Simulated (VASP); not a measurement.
Output of a VASP run:

File OSZICAR:
```
       N       E                     dE             d eps       ncg     rms          rms(c)
DAV:   1    -0.770927957380E+02   -0.77093E+02   -0.66341E-06   620   0.207E-02    0.289E-03
DAV:   2    -0.770927930819E+02    0.26561E-05   -0.46131E-07   484   0.558E-03    0.270E-03
DAV:   3    -0.770927966395E+02   -0.35576E-05   -0.33052E-07   402   0.454E-03    0.268E-03
DAV:   4    -0.770927951985E+02    0.14410E-05   -0.36123E-07   395   0.514E-03    0.267E-03
DAV:   5    -0.770928015175E+02   -0.63190E-05   -0.42467E-07   386   0.520E-03    0.267E-03
DAV:   6    -0.770927968429E+02    0.46746E-05   -0.15906E-07   378   0.347E-03    0.267E-03
DAV:   7    -0.770927984237E+02   -0.15808E-05   -0.17089E-07   378   0.331E-03    0.267E-03
DAV:   8    -0.770928004699E+02   -0.20462E-05   -0.15034E-07   378   0.311E-03    0.267E-03
DAV:   9    -0.770927964375E+02    0.40324E-05   -0.81334E-08   378   0.232E-03    0.267E-03
DAV:  10    -0.770927968473E+02   -0.40979E-06   -0.18031E-08   418   0.109E-03
   1 F= -.77092797E+02 E0= -.77092797E+02  d E =-.739735E-18
```

**OUTCAR**
```
------------------------ aborting loop because EDIFF is reached ----------------------------------------
  FORCE on cell =-STRESS in cart. coord.  units (eV):
  Direction    XX          YY          ZZ          XY          YZ          ZX
  --------------------------------------------------------------------------------------
  Total       -4.4208652     -4.4208640     -1.7030568      0.0000007      0.0000000     -0.0000000
  in kB      -22.5047991    -22.5047927     -8.6695591      0.0000034      0.0000000     -0.0000000
  external PRESSURE =     -17.8930503 kB  Pullay stress =       0.0000000 kB
  volume of cell :      314.73
      direct lattice vectors                 reciprocal lattice vectors
     3.856815704  0.000000000  0.000000000     0.259281251  0.149696160  0.000000000
    -1.928408351  3.340099901  0.000000000     0.000000000  0.299392243  0.000000000
     0.000000000  0.000000000 24.431738708     0.000000000  0.000000000  0.040930366
 POSITION                                       TOTAL-FORCE (eV/Angst)
 -----------------------------------------------------------------------------------
      1.92841      1.11337      8.26979        -0.000000      0.000000     -0.018119
     -0.00000      2.22673     11.42141         0.000000      0.000000      0.011237
      0.00000      0.00000      9.86275        -0.000000      0.000000      0.019514
      0.00000      0.00000     14.56899        -0.000000     -0.000000     -0.019514
      1.92841      1.11337     13.01033        -0.000000      0.000000     -0.011237
     -0.00000      2.22673     16.16195         0.000000      0.000000      0.018119
     -0.00000      2.22673      9.07316        -0.000000     -0.000000     -0.024076
      0.00000      0.00000     12.21587        -0.000000      0.000000      0.000000
      1.92841      1.11337     15.35858        -0.000000      0.000000      0.024076
 -----------------------------------------------------------------------------------
    total drift:                                0.000000      0.000000      0.000000
  FREE ENERGIE OF THE ION-ELECTRON SYSTEM (eV)
  ---------------------------------------------------
  free  energy   TOTEN  =       -77.0927968473 eV

  energy  without entropy=      -77.0927968473  energy(sigma->0) =      -77.09279685

 total charge

# of ion       s       p       d       tot
------------------------------------------
    1        1.748   4.397   0.000   6.146
    2        1.751   4.421   0.000   6.172
    3        1.751   4.422   0.000   6.172
    4        1.751   4.422   0.000   6.172
    5        1.751   4.421   0.000   6.172
    6        1.748   4.397   0.000   6.146
    7        2.015   5.864   0.186   8.065
    8        2.018   5.871   0.198   8.086
    9        2.015   5.864   0.186   8.065
--------------------------------------------------
tot         16.548  44.079   0.570  61.197
```
(Selected blocks of OUTCAR.)

File POSCAR:
```
CaF2(111) slab
1
    3.8568157038     0.0000000000     0.0000000000
   -1.9284083514     3.3400999007     0.0000000000
    0.0000000000     0.0000000000    24.4317387076
F Ca
6 3
Direct
  0.6666670000   0.3333330000   0.3384853963
  0.3333330000   0.6666670000   0.4674823680
  1.0000000000   1.0000000000   0.4036860783
  1.0000000000   0.0000000000   0.5963139217
  0.6666670000   0.3333330000   0.5325176320
  0.3333330000   0.6666670000   0.6615146037
  0.3333330000   0.6666670000   0.3713676154
  1.0000000000   0.0000000000   0.5000000000
  0.6666670000   0.3333330000   0.6286323846
```

Write an INCAR and KPOINTS that could have produced this output.

One answer among several that fit: the input of the run itself, r2SCAN meta-GGA, plane waves, VASP's PBE PAW potentials (set 64).

### INCAR
```
LVHAR = .True.
LDIPOL = .True.
ENCUT = 450   ! plane-wave cut-off (eV)
LMIXTAU = .True.
ALGO = Normal   ! blocked Davidson
PREC = Normal
DIPOL = 0.5 0.5 0.5
LASPH = .True.   ! aspherical one-centre terms
ISMEAR = 0   ! Gaussian
LREAL = .False.   ! projection in real space or not
NELM = 100   ! most electronic steps
LORBIT = 11   ! lm-projected
SYSTEM = CaF2(111) slab
EDIFF = 1E-6   ! SCF stop (eV)
LWAVE = .False.
METAGGA = R2SCAN
SIGMA = 0.05
LCHARG = .False.
NELMIN = 4
IDIPOL = 3
```

**KPOINTS**
```
Automatic mesh
0
Gamma
6 6 1
0 0 0
```

POTCAR, in this order: F Ca_sv (PBE.64 set). Program: vasp_std. Read from the step before: WAVECAR.

At this cut-off the stress carries a Pulay error, which pulls relaxed volumes low.

The cell is a thin slab with vacuum, built from CaF2 (fluorite): (111) face.
